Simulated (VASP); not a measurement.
Here is a VASP 6.6.1 calculation.

The input INCAR:

```
PREC = Accurate
ENCUT = 600
EDIFF = 1E-7
ISMEAR = 1
SIGMA = 0.1
LREAL = False
LASPH = True
NELM = 80
ALGO = Normal
ISIF = 2
LWAVE = False
LCHARG = False
IBRION = 2
NSW = 40
EDIFFG = -0.01
KPAR = 4
```

Contents of KPOINTS:

```
regular mesh
0
Gamma
  8 8 8
```

File POSCAR:

```
SiNi                                    
1.0
    4.4030235138     -0.0000000000      0.0000000000
    0.0000000000      4.4030235138      0.0000000000
    0.0000000000      0.0000000000      4.4030235138
  Si              Ni            
     4     4
Direct
     0.6536853891326403    0.1536853891326403    0.3463146108673597
     0.1536853891326403    0.3463146108673597    0.6536853891326403
     0.3463146108673597    0.6536853891326403    0.1536853891326403
     0.8463146108673597    0.8463146108673597    0.8463146108673597
     0.3507374030276670    0.8507374030276671    0.6492625969723329
     0.8507374030276671    0.6492625969723329    0.3507374030276670
     0.6492625969723329    0.3507374030276670    0.8507374030276671
     0.1492625969723329    0.1492625969723329    0.1492625969723329
```

Potentials or basis: VASP PAW LDA potentials, release 64 (Si, Ni).

The run is started by

```bash
$ cat potpaw_LDA.64/Si/POTCAR potpaw_LDA.64/Ni/POTCAR > POTCAR
$ mpirun -np 4 vasp_std > vasp.out
```

Estimate the band gap on the k mesh.

none (metal or under the smearing width).

What does it give for the energy gained by relaxing?

0.0 meV/atom.

Forces in eV/Å, atoms in the order of the input:
```
Si  -0.004 -0.004  0.004
Si  -0.004  0.004 -0.004
Si   0.004 -0.004 -0.004
Si   0.004  0.004  0.004
Ni  -0.005 -0.005  0.005
Ni  -0.005  0.005 -0.005
Ni   0.005 -0.005 -0.005
Ni   0.005  0.005  0.005
```

Spin polarisation is off, so any magnetic state and its effect on volume and gap are missing.
